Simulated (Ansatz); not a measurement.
Crystal: NiO.

```
CELL_PARAMETERS angstrom
0.00000 2.08590 2.08590
2.08590 0.00000 2.08590
2.08590 2.08590 0.00000
ATOMIC_POSITIONS crystal
Ni 0.00000 0.00000 0.00000
O 0.50000 0.50000 0.50000
```

Program: Ansatz 0.2.0. Alike in all runs: potentials or basis all-electron LAPW, scalar-relativistic; cell as given; k mesh 11 × 11 × 11; cutoff (eV) 378; smearing fermi-dirac 0.05 eV; basis error allowed 0.001 eV/atom.

Question: Order these runs on this cell by their pressure, lowest first.
A. level PBE; spin collinear, ferromagnetic start
B. level PBEsol; spin collinear, ferromagnetic start
C. level LDA; spin collinear, ferromagnetic start
D. level PBEsol; spin off

Answer: C (-19.8 GPa), D (-11.7 GPa), B (-6.8 GPa), A (6.3 GPa).

Caveats: a cell with one magnetic atom can't hold antiferromagnetic order, which such compounds often take (some runs).

Not every run made on this cell is shown here.
